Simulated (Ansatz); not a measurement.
Runs of Ansatz 0.2.0 on ZnS (Wurtzite-4H). The structure is hexagonal, space group P6_3mc (No. 186). Conventional cell: a = 3.823 Å, b = 3.823 Å, c = 12.520 Å, α = 90.00°, β = 90.00°, γ = 120.00°. Around Zn (site symmetry 3m) lie 4 S at 2.34 to 2.35 Å. Zn (site symmetry 3m) is surrounded by 4 S at 2.34 to 2.35 Å. Around S (site symmetry 3m) lie 4 Zn at 2.34 to 2.35 Å. Around S (site symmetry 3m) lie 4 Zn at 2.34 to 2.35 Å. 

| task | level | potentials or basis | cell | cutoff (eV) | points for each segment of the path | gap on the mesh (eV) | pressure (GPa) | V0 of scaled cells (Å³/atom) | relaxed volume (Å³/atom) | B0 (GPa) | largest force (eV/Å) |
| --- | --- | --- | --- | --- | --- | --- | --- | --- | --- | --- | --- |
| equation of state | PBE | Ansatz PAW earlier set | as given | 660 | - | - | - | 20.18 | - | 69 | - |
| band structure | PBE | PseudoDojo stringent (PBE files) | as given | 1143 | 10 | 2.13 | 1.3 | - | - | - | (c) |
| equation of state | revPBE+D3(BJ) | Ansatz PAW | as given | 420 | - | - | - | 19.17 | - | (b) | - |
| relaxation of cell and atoms | BLYP+D4 | Ansatz PAW | relaxed | 420 | - | 2.12 | 0.0 | - | (a) | - | 0.01 |
| relaxation of cell and atoms | PBE | Ansatz PAW | relaxed | 420 | - | 2.05 | 0.0 | - | 20.17 | - | - |
| band structure | BLYP | Ansatz PAW | as given | 420 | 10 | 2.11 | 5.1 | - | - | - | 0.05 |
| equation of state | revPBE+D4 | Ansatz PAW | as given | 420 | - | - | - | 19.23 | - | 77 | - |
| equation of state | PBE+D3(BJ) | Ansatz PAW | as given | 420 | - | - | - | 19.43 | - | 76 | - |

Alike in all rows: no spin polarisation; k mesh 8 × 8 × 3; smearing fermi-dirac 0.05 eV.

Question: Fill in the values left out.

Answer: (a) 19.73; (b) 78; (c) 0.04.

Caveats: the cell was scaled at fixed shape and fractional positions, which overstates the stiffness of a crystal with free parameters, most of all of layers and chains (some runs); the potentials were made for another functional, which shifts forces and pressure (some runs); the PAW data sets come from PBE, with cores solved anew for the run's functional, which leaves a small shift of forces and pressure (some runs); the plane-wave basis is chosen anew once the cell has moved, so the energies of steps on either side of that aren't comparable (some runs).

A k mesh can miss the band edges.

Not every run made on this cell is shown here.
